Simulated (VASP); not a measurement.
Write the native input for VASP 6.6.1 that does the following.

```
Task                   : electric field gradients
Functional             : PBE
Potentials or basis    : VASP PAW PBE potentials, release 64 (Cs_sv)
Cutoff                 : 520 eV
k mesh                 : 3 × 4 × 5
Occupations            : fermi-dirac, width 0.05 eV
Spin                   : no spin polarisation
Dipole correction      : no
Further INCAR settings : ALGO = Fast; EDIFF = 1e-08; NBANDS = 26
```

The structure of Cs lies in POSCAR:

```
Cs
1.0
   10.3671850000      0.0000000000      0.0000000000
    0.0000000000      8.2377410000      0.0000000000
    0.0000000000      0.0000000000      5.4439640000
Cs
4
Direct
    0.1318870000      0.7500000000      0.8392310000
    0.6318870000      0.7500000000      0.6607690000
    0.8681130000      0.2500000000      0.1607690000
    0.3681130000      0.2500000000      0.3392310000
```

This isn't the form of Cs at room conditions, which is bcc.

The input as run:

INCAR

```
  ALGO = Fast
  EDIFF = 1E-8
  ENCUT = 520
  GGA = PE
  ISIF = 2
  ISMEAR = -1
  LASPH = True
  LCHARG = False
  LEFG = True
  LREAL = False
  LWAVE = False
  NBANDS = 26
  NELM = 100
  PREC = Accurate
  SIGMA = 0.05
```

KPOINTS

```
k-points
0
Gamma
  3 4 5
```

Potentials or basis: VASP PAW PBE potentials, release 64 (Cs_sv).

The run is started by

```sh
$ cat potpaw_PBE.64/Cs_sv/POTCAR > POTCAR
$ mpirun -np 1 vasp_std > vasp.out
```

It gave:

* Pressure: 0.0 GPa
* Largest force: 0.012 eV/Å
* Band gap on the k mesh: none (metal or under the smearing width)

It took 88 s on 1 thread of Intel(R) Xeon(R) 6975P-C (Granite Rapids) (shared host), peak memory 0.53 GiB.
